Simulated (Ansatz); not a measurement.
Crystal: TaN.

```xyz
2
Lattice="2.9380 0.0000 0.0000 -1.4690 2.5444 0.0000 0.0000 0.0000 2.8830" Properties=species:S:1:pos:R:3 pbc="T T T"
Ta    0.0000    0.0000    1.4415
N     1.4690    0.8481    0.0000
```

```yaml
Program: Ansatz 0.2.0
Task: relaxation of cell and atoms
Functional: BLYP
Dispersion: D4
Potentials_or_basis: all-electron LAPW, scalar-relativistic
Basis_error_allowed: 0.001 eV/atom
k_mesh: 10 × 10 × 9
Occupations: gaussian, width 0.1 eV
Spin: no spin polarisation
```

At the start: volume 10.78 Å³/atom.

Task: How do energy, volume and symmetry change on relaxing?

Result: Over 5 steps the energy falls by 4.1 meV/atom and the volume is 10.98 Å³/atom (+1.9 %); space group P-6m2 (No. 187, to 0.05 Å).

The path:
```tsv
step	energy change (eV)	largest force (eV/Å)	volume (Å³)
1	0.0000	0.0000	21.55
2	-0.0059	0.0000	22.17
3	-0.0076	0.0000	21.97
4	-0.0082	0.0000	21.96
5	-0.0082	0.0000	21.96
```

Final structure:
```
CELL_PARAMETERS angstrom
2.95521 0.00000 0.00000
-1.47760 2.55928 0.00000
0.00000 0.00000 2.90364
ATOMIC_POSITIONS crystal
Ta 0.00000 0.00000 0.50000
N 0.66667 0.33333 0.00000
```
